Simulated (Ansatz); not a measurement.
# TiC: which structure wins at one pressure

Which of rocksalt, CsCl, WC, NiAs has the lowest enthalpy for TiC at one common pressure? The runs shown use LAPW. Companion runs by PAW are cited.

Program: Ansatz 0.2.0. Level of theory: DFT, PBE, all-electron LAPW, scalar-relativistic. These are calculated values, not measurements.

### Step 1. The structure to begin with

The structure is cubic, space group Fm-3m (No. 225). The conventional cell has a = 3.698 Å, b = 3.698 Å, c = 3.698 Å, α = 90.00°, β = 90.00°, γ = 90.00°. Ti (site symmetry m-3m) is surrounded by 6 C at 1.85 Å. Around C (site symmetry m-3m) lie 6 Ti at 1.85 Å.

As a file:

```cif
data_structure
_symmetry_space_group_name_H-M 'Fm-3m'
_symmetry_Int_Tables_number 225
_cell_length_a 3.6982
_cell_length_b 3.6982
_cell_length_c 3.6982
_cell_angle_alpha 90.000
_cell_angle_beta 90.000
_cell_angle_gamma 90.000
_cell_volume 50.58
loop_
_atom_site_label
_atom_site_type_symbol
_atom_site_symmetry_multiplicity
_atom_site_Wyckoff_symbol
_atom_site_fract_x
_atom_site_fract_y
_atom_site_fract_z
_atom_site_occupancy
Ti1 Ti 4 a 0.00000 0.00000 0.00000 1
C1 C 4 b 0.50000 0.00000 0.00000 1
```

The file gives the conventional cell by its symmetry; the runs use the cell typed in the input.

Atoms are numbered in the order of the input: Ti1, C2.

### Step 2. Rocksalt relaxed under pressure, LAPW

Input file input.yaml:

```yaml
crystal:
  lattice:
    - [0.0, 1.8490923784, 1.8490923784]
    - [1.8490923784, 0.0, 1.8490923784]
    - [1.8490923784, 1.8490923784, 0.0]
  atoms:
    - { symbol: Ti, position: [0.0, 0.0, 0.0] }
    - { symbol: C, position: [0.5, 0.5, 0.5] }
kpoints:
  mp_grid: { grid: [18, 18, 18] }
scf:
  occupations: { method: fermi_dirac, width: 0.05 }
hamiltonian:
  xc: pbe
  pseudopotentials: { kind: all_electron, lapw: { basis_error: 0.0005 } }
output:
  forces: true
  stress: true
  eigenvalues: true
relax:
  f_tol: 0.005
  max_steps: 12
  cell: { p_target: 300.0, stress_tol: 0.15 }
```

Command:

```bash
$ ansatz run input.yaml --threads 1 --pin off --max-ram 3584MiB --backend cpu --events-out ev --progress --plain --runs-dir out
```

Output:

```text
The last accepted step is kept in <dir> (removed where the run ends without a failure and the disk answers)
LAPW: plane waves up to 11.231 Å⁻¹, error target 5.0e-4 eV per atom; small_component_spin mean_spin; C in spheres of 0.780 Å, 6 of its electrons in bands, Dirac shells []; Ti in spheres of 1.014 Å, 20 of its electrons in bands, Dirac shells []
Engine: ansatz 0.2.0
Pseudopotentials: kind: all_electron
Pseudopotential: Ti, LAPW, valence charge 20, Koelling and Harmon's equation, gaussian nucleus
Pseudopotential: C, LAPW, valence charge 6, Koelling and Harmon's equation, gaussian nucleus
Functional definition: PBE
  parameter kappa = 0.804
  parameter beta = 0.06672455060314922
  exchange = pbe_x(kappa = kappa, mu = beta*pi^2/3)
  correlation = pbe_c(beta = beta)
Crystal: 2 atoms, lattice volume = 12.645 Å³
Basis set: ecut = 480.6000972691496 eV, 307 PW (Γ), exchange–correlation at level 2
Bands: 17, of which v1, the nominal top of the filled ones, is band 13 counted from 1 (12 counted from 0)
Symmetry: 48 space group operations
Space group: Fm-3m (ITA 225), of the structure as read, at distance tolerance 2.3e-5 Å
k-points: 195 of 5832
Non-local potential: Ti, projectors of the file, none
Non-local potential: C, projectors of the file, none
Initial density: superposition of atomic densities (chi_scale 0.1, normalization cell, long waves kept (reshape's long-wave potential 0.00 eV rms))
Initial wavefunctions: plane waves of lowest kinetic energy (no species holds an atomic orbital)
Functional: x = pbe(κ = 0.804, μ = 0.2195149727645171), c = pbe(β = 0.06672455060314922)
iter 1 solved again at ethr=2.23e-2 eV; its pass at ethr=1.00e-1 eV (dr2=5.79e0 eV) is discarded
SCF iter   1: F=—  HF=-24269.077827 eV  |F-HF|=—  |Δ(HF+E_count)|=         —  Δρ=2.24e-1  dr2=5.79e0  ethr=2.23e-2  ⟨swp⟩=2.0  Hψ=22374  notcnv=0
preconditioner: auto → none  [metal: Δε(μ)=0.059 eV  Ē_g=22.891 eV  σ=0.050 eV  W_gap=0.29  n_scr=8 (ndim 8)  ℏωp=39.1 eV  f_vac=0.000  D(μ)=0.20/eV (n_scr^D=0)  sad-step TF]
iter 2 solved again at ethr=5.28e-4 eV; its pass at ethr=2.23e-2 eV (dr2=1.37e-1 eV) is discarded
SCF iter   2: F=—  HF=-24267.008568 eV  |F-HF|=—  |Δ(HF+E_count)|=    2.07e0  Δρ=3.81e-2  dr2=1.37e-1  ethr=5.28e-4  ⟨swp⟩=2.0  Hψ=16972  notcnv=0
SCF iter   3: F=—  HF=-24266.963939 eV  |F-HF|=—  |Δ(HF+E_count)|=         —  Δρ=1.60e-2  dr2=1.77e-2  ethr=5.28e-4  ⟨swp⟩=2.0  Hψ=10139  notcnv=0
the basis was enlarged: its passes take 203.6 KiB over the memory plan, 1 of 1 planned eigensolver slots
SCF iter   4: F=—  HF=-24266.964801 eV  |F-HF|=—  |Δ(HF+E_count)|=   8.62e-4  Δρ=3.36e-3  dr2=6.49e-4  ethr=6.81e-5  ⟨swp⟩=2.0  Hψ=9901  notcnv=0
SCF iter   5: F=—  HF=-24266.964310 eV  |F-HF|=—  |Δ(HF+E_count)|=   4.90e-4  Δρ=6.13e-4  dr2=2.58e-5  ethr=2.50e-6  ⟨swp⟩=3.0  Hψ=10031  notcnv=0
SCF iter   6: F=—  HF=-24266.964305 eV  |F-HF|=—  |Δ(HF+E_count)|=   5.58e-6  Δρ=7.24e-5  dr2=4.84e-7  ethr=9.92e-8  ⟨swp⟩=2.0  Hψ=9376  notcnv=0
SCF iter   7: F=-24266.964304 eV  HF=-24266.964304 eV  |F-HF|=4.50e-8  |Δ(HF+E_count)|=   4.07e-7  Δρ=1.32e-5  dr2=1.26e-8  ethr=1.86e-9  ⟨swp⟩=3.0  Hψ=9950  notcnv=0
SCF 1 converged in 7 iterations: F = -24266.964304 eV  dr2 = 1.26e-8
relax step   1: F+E_penalty+E_count = -24266.96430416 eV  Δ(F+E_penalty+E_count) = +0.000e0 eV  max|allowed force component| = 1.525e-29 eV/Å  Δτ_max = 0.0000 Å  P = +300.136 GPa  Ω = 12.645 Å³  (7 SCF iters, accepted)
Initial density: handed on by an earlier stage of this run
Initial wavefunctions: those handed on with the density
iter 1 solved again at ethr=4.83e-11 eV; its pass at ethr=1.00e-1 eV (dr2=1.26e-8 eV) is discarded
SCF iter   1: F=—  HF=-24266.964304 eV  |F-HF|=—  |Δ(HF+E_count)|=         —  Δρ=1.32e-5  dr2=1.26e-8  ethr=4.83e-11  ⟨swp⟩=3.8  Hψ=15937  notcnv=0
preconditioner: auto → none  [metal: Δε(μ)=0.082 eV  Ē_g=22.554 eV  σ=0.050 eV  W_gap=0.36  n_scr=8 (ndim 8)  ℏωp=39.1 eV  f_vac=0.000  D(μ)=0.15/eV (n_scr^D=0)]
SCF iter   2: F=-24266.964304 eV  HF=-24266.964304 eV  |F-HF|=4.07e-9  |Δ(HF+E_count)|=   2.75e-7  Δρ=4.82e-6  dr2=2.13e-9  ethr=4.83e-11  ⟨swp⟩=3.0  Hψ=9988  notcnv=0
SCF 2 converged in 2 iterations: F = -24266.964304 eV  dr2 = 2.13e-9
relax step   2: F+E_penalty+E_count = -24266.96430417 eV  Δ(F+E_penalty+E_count) = -1.508e-8 eV  max|allowed force component| = 2.064e-29 eV/Å  Δτ_max = 0.0000 Å  P = +300.138 GPa  Ω = 12.645 Å³  stress off target by 1.38e-1 GPa  SCF on the basis re-selected at this cell (its energy is not comparable with the rows above)  (2 SCF iters)
basis re-selected at this cell: Δ(F+E_penalty+E_count) = -1.508e-8 eV, ΔP = +0.002 GPa vs the last step (what re-selecting the basis moved, after the strain that the cell walked since its last selection, with what the two solves' SCF thresholds leave and, on support functions, any second-order correction that the steps lacked; it is no measure of the basis error at this ecutwfc). This SCF's stress stands 1.38e-1 GPa from its target on what of the cell is left free (relax.cell.stress_tol is 1.50e-1 GPa) and its largest allowed force component is 2.06e-29 eV/Å (relax.f_tol is 5.00e-3 eV/Å): within both
SCF converged after 2 iterations
Free energy (F): -24266.964304 eV
Harris-Foulkes:  -24266.964304 eV  (|F-HF|=4.07e-9)
Internal energy: -24266.962944 eV  (E = F + TS)
E sigma→0 (E₀):  -24266.963624 eV
Entropy (-TS):   -0.001360 eV (-0.680 meV/atom)
Fermi energy:    25.429527 eV
--- Per-component energies (eV) ---
  E_band       = -3879.983305
  E_kinetic    = 24557.463798
  E_xc         = -1309.718838
  E_electrostatic = -47514.707904  (all electrons and nuclei)
  E_smearing   = -0.001360  (= −TS)
  E_closure    = 0.000000  (closes the sum)
  E_atoms      = -24254.253874  (free atoms, spherical and without spin; not in F)
  Σ components = -24266.964304   (vs F -24266.964304, Δ=0.00e0)
  Basis errors (estimates in eV, not in F): energy 1.9e-4 per atom: plane waves 1.7e-4 (1.0e-4 summed), levels above the bands 3.0e-27, relativity 1.9e-8, radial functions 1.9e-5, core shells 2.2e-14; eigenvalues (radial functions only) 7.2e-7; not estimated: angular momenta, meshes, grids; target (lapw.basis_error) 5.0e-4; muffin-tin radii C 0.780 Å, Ti 1.014 Å
--- Forces (eV/Å), atoms counted from 1 ---
  atom   1  Ti    -0.00000000     0.00000000     0.00000000
  atom   2  C      0.00000000     0.00000000    -0.00000000
  max |Σ_I F_I| component: 3.02e-29 eV/Å
--- Stress (GPa, compression-positive) ---
      300.137534       0.000000       0.000000
        0.000000     300.137534       0.000000
        0.000000       0.000000     300.137534
  P = ⅓ Tr σ = 300.1375 GPa (3001.375 kbar)
--- Band table (eV; the first three rows and the last of 195) ---
  k-point 0: bands = ["-502.5320", "-409.7601", "-409.7601", "-409.7601", "-238.4847", "-30.1561", "-5.4531", "-5.4531", "-5.4531", "11.3625", "25.9206", "25.9206", "25.9206", "27.7025", "27.7025", "27.7025", "28.0991"]
  k-point 1: bands = ["-502.5320", "-409.7601", "-409.7601", "-409.7601", "-238.4847", "-30.1405", "-5.5382", "-5.4589", "-5.4589", "11.4977", "25.4167", "25.7759", "25.7759", "26.7487", "26.7487", "28.0479", "29.3960"]
  k-point 2: bands = ["-502.5320", "-409.7601", "-409.7601", "-409.7601", "-238.4847", "-30.0954", "-5.7783", "-5.4753", "-5.4753", "11.8867", "24.4174", "24.8678", "24.8678", "26.6618", "26.6618", "28.6163", "30.9747"]
  k-point 194: bands = ["-502.5320", "-409.7601", "-409.7601", "-409.7601", "-238.4847", "-29.4286", "-7.0846", "-6.8503", "-6.3330", "14.4455", "21.4388", "21.6264", "21.8415", "29.4939", "30.5251", "31.7270", "34.6003"]
--- Relaxed structure (1 steps of the walk, 1 accepted, 1 SCFs on fresh bases) ---
  F+E_penalty+E_count = -24266.96430417 eV   max|allowed force component| = 2.064e-29 eV/Å   (the final SCF, on the basis selected at the relaxed cell)
  cell:  # Å, volume = 12.6446 Å³
    - [0.0, 1.8490923784, 1.8490923784]
    - [1.8490923784, 0.0, 1.8490923784]
    - [1.8490923784, 1.8490923784, 0.0]
  atoms:
    - { symbol: Ti, position: [0.0, 0.0, 0.0] }
    - { symbol: C, position: [0.49999999999999994, 0.49999999999999994, 0.49999999999999994] }
```

Wall time 27 s (1 thread of Intel Xeon Platinum 8488C (Sapphire Rapids), shared host); peak memory 0.59 GiB.

Relaxation path:

```csv
step,energy from step 1 (eV/cell),largest force component (eV/Å),pressure (GPa),volume (Å³)
1,0.0000,0.0000,300.14,12.64
2,0.0000,0.0000,300.14,12.64
```

Step 1 is the start. Step 2 repeats the geometry before on a plane-wave basis chosen anew for that cell, so the energy can jump there without any move; the table keeps such jumps.

| input's cell | before | after | change |
| --- | --- | --- | --- |
| a (Å) | 2.615 | 2.615 | +0.0 % |
| b (Å) | 2.615 | 2.615 | +0.0 % |
| c (Å) | 2.615 | 2.615 | +0.0 % |
| volume (Å³/atom) | 6.32 | 6.32 | +0.0 % |

Read from it: pressure 300.14 GPa; no gap.

### Step 3. CsCl relaxed under pressure, LAPW

input.yaml, as its differences from that of step 2:

```diff
@@ -2,5 +2,5 @@
   lattice:
-    - [0.0, 1.8490923784, 1.8490923784]
-    - [1.8490923784, 0.0, 1.8490923784]
-    - [1.8490923784, 1.8490923784, 0.0]
+    - [2.2864998894, 0.0, 0.0]
+    - [0.0, 2.2864998894, 0.0]
+    - [0.0, 0.0, 2.2864998894]
   atoms:
@@ -9,3 +9,3 @@
 kpoints:
-  mp_grid: { grid: [18, 18, 18] }
+  mp_grid: { grid: [16, 16, 16] }
 scf:
```

Command:

```bash
$ ansatz run input.yaml --threads 1 --pin off --max-ram 3584MiB --backend cpu --events-out ev --progress --plain --runs-dir out
```

Output:

```text
[... 1 set-up line as earlier in the session ...]
LAPW: plane waves up to 10.585 Å⁻¹, error target 5.0e-4 eV per atom; small_component_spin mean_spin; C in spheres of 0.831 Å, 6 of its electrons in bands, Dirac shells []; Ti in spheres of 1.090 Å, 20 of its electrons in bands, Dirac shells []
[... 9 set-up lines as earlier in the session ...]
Crystal: 2 atoms, lattice volume = 11.954 Å³
Basis set: ecut = 426.9064859564894 eV, 251 PW (Γ), exchange–correlation at level 2
Bands: 17, of which v1, the nominal top of the filled ones, is band 13 counted from 1 (12 counted from 0)
[... 1 set-up line as earlier in the session ...]
Space group: Pm-3m (ITA 221), of the structure as read, at distance tolerance 2.3e-5 Å
k-points: 165 of 4096
[... 5 set-up lines as earlier in the session ...]
iter 1 solved again at ethr=2.28e-2 eV; its pass at ethr=1.00e-1 eV (dr2=5.93e0 eV) is discarded
SCF iter   1: F=—  HF=-24266.372707 eV  |F-HF|=—  |Δ(HF+E_count)|=         —  Δρ=2.21e-1  dr2=5.93e0  ethr=2.28e-2  ⟨swp⟩=2.0  Hψ=19287  notcnv=0
preconditioner: auto → none  [metal: Δε(μ)=0.028 eV  Ē_g=22.602 eV  σ=0.050 eV  W_gap=0.14  n_scr=6 (ndim 8)  ℏωp=40.2 eV  f_vac=0.000  D(μ)=0.79/eV (n_scr^D=6)  sad-step TF]
iter 2 solved again at ethr=1.52e-3 eV; its pass at ethr=2.28e-2 eV (dr2=3.96e-1 eV) is discarded
SCF iter   2: F=—  HF=-24264.927473 eV  |F-HF|=—  |Δ(HF+E_count)|=    1.45e0  Δρ=6.28e-2  dr2=3.96e-1  ethr=1.52e-3  ⟨swp⟩=2.0  Hψ=14485  notcnv=0  defer=1
SCF iter   3: F=—  HF=-24264.575103 eV  |F-HF|=—  |Δ(HF+E_count)|=   3.52e-1  Δρ=1.04e-2  dr2=1.19e-2  ethr=1.52e-3  ⟨swp⟩=2.9  Hψ=8591  notcnv=0
SCF iter   4: F=—  HF=-24264.576755 eV  |F-HF|=—  |Δ(HF+E_count)|=         —  Δρ=6.33e-3  dr2=4.32e-3  ethr=4.58e-5  ⟨swp⟩=2.1  Hψ=8342  notcnv=0
the basis was enlarged: its passes take 653.1 KiB over the memory plan, 1 of 1 planned eigensolver slots
SCF iter   5: F=—  HF=-24264.574399 eV  |F-HF|=—  |Δ(HF+E_count)|=   2.36e-3  Δρ=1.18e-3  dr2=1.43e-4  ethr=1.66e-5  ⟨swp⟩=2.8  Hψ=8367  notcnv=0
SCF iter   6: F=—  HF=-24264.574384 eV  |F-HF|=—  |Δ(HF+E_count)|=   1.52e-5  Δρ=1.44e-4  dr2=1.85e-6  ethr=5.49e-7  ⟨swp⟩=2.2  Hψ=8007  notcnv=0
SCF iter   7: F=—  HF=-24264.574385 eV  |F-HF|=—  |Δ(HF+E_count)|=   9.86e-7  Δρ=4.50e-5  dr2=2.33e-7  ethr=7.12e-9  ⟨swp⟩=2.4  Hψ=8111  notcnv=0
SCF iter   8: F=-24264.574385 eV  HF=-24264.574385 eV  |F-HF|=1.14e-8  |Δ(HF+E_count)|=   4.84e-8  Δρ=8.66e-6  dr2=8.76e-9  ethr=8.95e-10  ⟨swp⟩=2.0  Hψ=7963  notcnv=0
SCF 1 converged in 8 iterations: F = -24264.574385 eV  dr2 = 8.76e-9
relax step   1: F+E_penalty+E_count = -24264.57438484 eV  Δ(F+E_penalty+E_count) = +0.000e0 eV  max|allowed force component| = 3.484e-30 eV/Å  Δτ_max = 0.0000 Å  P = +300.711 GPa  Ω = 11.954 Å³  (8 SCF iters, accepted)
Crystal: 2 atoms, lattice volume = 11.960 Å³
Basis set: ecut = 426.76593387311686 eV, 251 PW (Γ), exchange–correlation at level 2
[... 2 set-up lines as earlier in the session ...]
iter 1 solved again at ethr=1.85e-10 eV; its pass at ethr=1.00e-1 eV (dr2=4.81e-8 eV) is discarded
SCF iter   1: F=—  HF=-24264.585458 eV  |F-HF|=—  |Δ(HF+E_count)|=         —  Δρ=2.78e-5  dr2=5.49e-8  ethr=1.85e-10  ⟨swp⟩=5.1  Hψ=16144  notcnv=0
preconditioner: auto → none  [metal: Δε(μ)=0.012 eV  Ē_g=22.225 eV  σ=0.050 eV  W_gap=0.06  n_scr=6 (ndim 8)  ℏωp=40.2 eV  f_vac=0.000  D(μ)=2.11/eV (n_scr^D=32)]
iter 2 solved again at ethr=1.00e-11 eV; its pass at ethr=1.85e-10 eV (dr2=2.61e-9 eV) is discarded
SCF iter   2: F=-24264.585459 eV  HF=-24264.585459 eV  |F-HF|=1.11e-8  |Δ(HF+E_count)|=   7.08e-7  Δρ=7.61e-6  dr2=2.61e-9  ethr=1.00e-11  ⟨swp⟩=2.0  Hψ=14083  notcnv=0
SCF 2 converged in 2 iterations: F = -24264.585459 eV  dr2 = 2.61e-9
relax step   2: F+E_penalty+E_count = -24264.58545911 eV  Δ(F+E_penalty+E_count) = -1.107e-2 eV  max|allowed force component| = 2.301e-31 eV/Å  Δτ_max = 0.0000 Å  P = +300.142 GPa  Ω = 11.960 Å³  (2 SCF iters, accepted)
iter 1 solved again at ethr=9.98e-12 eV; its pass at ethr=1.00e-1 eV (dr2=2.60e-9 eV) is discarded
SCF iter   1: F=—  HF=-24264.585458 eV  |F-HF|=—  |Δ(HF+E_count)|=         —  Δρ=7.58e-6  dr2=2.56e-9  ethr=9.98e-12  ⟨swp⟩=3.0  Hψ=14618  notcnv=0
SCF iter   2: F=-24264.585459 eV  HF=-24264.585459 eV  |F-HF|=1.47e-8  |Δ(HF+E_count)|=   7.59e-7  Δρ=1.03e-5  dr2=1.20e-8  ethr=9.85e-12  ⟨swp⟩=3.0  Hψ=9327  notcnv=0
SCF 3 converged in 2 iterations: F = -24264.585459 eV  dr2 = 1.20e-8
relax step   3: F+E_penalty+E_count = -24264.58545909 eV  Δ(F+E_penalty+E_count) = +2.057e-8 eV  max|allowed force component| = 1.808e-31 eV/Å  Δτ_max = 0.0000 Å  P = +300.144 GPa  Ω = 11.960 Å³  stress off target by 1.44e-1 GPa  SCF on the basis re-selected at this cell (its energy is not comparable with the rows above)  (2 SCF iters)
basis re-selected at this cell: Δ(F+E_penalty+E_count) = +2.057e-8 eV, ΔP = +0.002 GPa vs the last step (what re-selecting the basis moved, after the strain that the cell walked since its last selection, with what the two solves' SCF thresholds leave and, on support functions, any second-order correction that the steps lacked; it is no measure of the basis error at this ecutwfc). This SCF's stress stands 1.44e-1 GPa from its target on what of the cell is left free (relax.cell.stress_tol is 1.50e-1 GPa) and its largest allowed force component is 1.81e-31 eV/Å (relax.f_tol is 5.00e-3 eV/Å): within both
SCF converged after 2 iterations
Free energy (F): -24264.585459 eV
Harris-Foulkes:  -24264.585459 eV  (|F-HF|=1.47e-8)
Internal energy: -24264.569081 eV  (E = F + TS)
E sigma→0 (E₀):  -24264.577270 eV
Entropy (-TS):   -0.016378 eV (-8.189 meV/atom)
Fermi energy:    27.460873 eV
--- Per-component energies (eV) ---
  E_band       = -3835.230120
  E_kinetic    = 24551.048459
  E_xc         = -1310.016215
  E_electrostatic = -47505.601326  (all electrons and nuclei)
  E_smearing   = -0.016378  (= −TS)
  E_closure    = 0.000000  (closes the sum)
  E_atoms      = -24254.253874  (free atoms, spherical and without spin; not in F)
  Σ components = -24264.585459   (vs F -24264.585459, Δ=0.00e0)
  Basis errors (estimates in eV, not in F): energy 1.4e-4 per atom: plane waves 1.2e-4 (6.5e-5 summed), levels above the bands 6.3e-54, relativity 9.8e-9, radial functions 2.0e-5, core shells 8.0e-15; eigenvalues (radial functions only) 7.4e-7; not estimated: angular momenta, meshes, grids; target (lapw.basis_error) 5.0e-4; muffin-tin radii C 0.831 Å, Ti 1.090 Å
--- Forces (eV/Å), atoms counted from 1 ---
  atom   1  Ti     0.00000000     0.00000000    -0.00000000
  atom   2  C      0.00000000    -0.00000000     0.00000000
  max |Σ_I F_I| component: 7.56e-31 eV/Å
--- Stress (GPa, compression-positive) ---
      300.143635       0.000000      -0.000000
        0.000000     300.143635       0.000000
       -0.000000       0.000000     300.143635
  P = ⅓ Tr σ = 300.1436 GPa (3001.436 kbar)
--- Band table (eV; the first three rows and the last of 165) ---
  k-point 0: bands = ["-500.8792", "-408.1415", "-408.1415", "-408.1415", "-236.8863", "-28.9082", "-3.6026", "-3.6026", "-3.6026", "12.0354", "23.9191", "23.9191", "30.0993", "30.0993", "30.0993", "33.2585", "33.2585"]
  k-point 1: bands = ["-500.8792", "-408.1415", "-408.1415", "-408.1415", "-236.8863", "-28.8854", "-3.7539", "-3.5884", "-3.5884", "12.1837", "23.9418", "23.9764", "29.7241", "29.7241", "30.0603", "33.2781", "33.6310"]
  k-point 2: bands = ["-500.8792", "-408.1415", "-408.1415", "-408.1415", "-236.8863", "-28.8198", "-4.1715", "-3.5477", "-3.5477", "12.6038", "23.9105", "24.1435", "28.9123", "28.9123", "30.0783", "33.3344", "34.4434"]
  k-point 164: bands = ["-500.8792", "-408.1415", "-408.1415", "-408.1415", "-236.8862", "-27.1561", "-5.4924", "-5.4924", "-5.4924", "18.0296", "18.0296", "18.0296", "21.6753", "36.0722", "36.0722", "39.5820", "39.5820"]
--- Relaxed structure (2 steps of the walk, 2 accepted, 1 SCFs on fresh bases) ---
  F+E_penalty+E_count = -24264.58545909 eV   max|allowed force component| = 1.808e-31 eV/Å   (the final SCF, on the basis selected at the relaxed cell)
  cell:  # Å, volume = 11.9599 Å³
    - [2.286876378994834, 4.012354050806741e-36, -4.012354050806741e-36]
    - [4.012354050806741e-36, 2.286876378994834, 0.0]
    - [-4.012354050806741e-36, 0.0, 2.286876378994834]
  atoms:
    - { symbol: Ti, position: [1.7548017690303156e-36, 2.1935022112878945e-37, -2.1935022112878945e-37] }
    - { symbol: C, position: [0.5, 0.5, 0.5] }
```

It took 31 s on 1 thread of Intel Xeon Platinum 8488C (Sapphire Rapids), shared host; peak memory 0.54 GiB.

Step by step:

```csv
step,energy from step 1 (eV/cell),largest force component (eV/Å),pressure (GPa),volume (Å³)
1,0.0000,0.0000,300.71,11.95
2,-0.0111,0.0000,300.14,11.96
3,-0.0111,0.0000,300.14,11.96
```

Step 1 is the start. Step 3 repeats the geometry before on a plane-wave basis chosen anew for that cell, so the energy can jump there without any move; the table keeps such jumps.

| input's cell | before | after | change |
| --- | --- | --- | --- |
| a (Å) | 2.286 | 2.287 | +0.0 % |
| b (Å) | 2.286 | 2.287 | +0.0 % |
| c (Å) | 2.286 | 2.287 | +0.0 % |
| volume (Å³/atom) | 5.98 | 5.98 | +0.0 % |

Result: pressure 300.14 GPa; no gap.

(Part 1 of 2 ends here.)
